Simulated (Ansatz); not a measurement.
# BP: the cost of one run

Computed with Ansatz 0.2.0 (DFT PBEsol, scalar-relativistic, plane waves, PAW, unless a step's input says otherwise).

4 further runs of the same task are left out: 1 that didn't finish, 3 set aside as unsound or not needed.

### Step 1. The structure to begin with

The structure is cubic, space group F-43m (No. 216). The conventional cell has a = 4.520 Å, b = 4.520 Å, c = 4.520 Å, α = 90.00°, β = 90.00°, γ = 90.00°. B (site symmetry -43m) is surrounded by 4 P at 1.96 Å. Around P (site symmetry -43m) lie 4 B at 1.96 Å.

Coordinates:

```xyz
2
Lattice="0.0000 2.2601 2.2601 2.2601 0.0000 2.2601 2.2601 2.2601 0.0000" Properties=species:S:1:pos:R:3 pbc="T T T"
B     0.0000    0.0000    0.0000
P     3.3901    3.3901    3.3901
```

This cell was relaxed beforehand with the same method: volume 11.54 Å³/atom, gap on the mesh 1.12 eV.

### Step 2. Relaxing at 3 GPa

What is minimised here is the enthalpy; the energy can go up as the cell is squeezed.

The input, input.yaml:

```yaml
crystal:
  lattice:
    - [0.0, 2.2600863986, 2.2600863986]
    - [2.2600863986, 0.0, 2.2600863986]
    - [2.2600863986, 2.2600863986, 0.0]
  atoms:
    - { symbol: B, position: [0.0, 0.0, 0.0] }
    - { symbol: P, position: [0.75, 0.75, 0.75] }
basis:
  ecutwfc: 420
kpoints:
  mp_grid: { grid: [10, 10, 10] }
hamiltonian:
  xc: pbesol
scf:
  occupations: { method: fixed }
output:
  forces: true
  stress: true
  eigenvalues: true
relax:
  adjacent_minimum: "off"
  f_tol: 0.001
  max_steps: 60
  cell: { stress_tol: 0.02, p_target: 3.0 }
```

Started as:

```bash
$ ansatz run input.yaml --threads 1 --pin off --max-ram 3072MiB --backend cpu --events-out ev --progress --plain --runs-dir out
```

What time and memory should one allow on 1 thread of AMD EPYC 7R43 (Zen 3), shared host?

About 4.9 s, with a peak of 0.34 GiB.
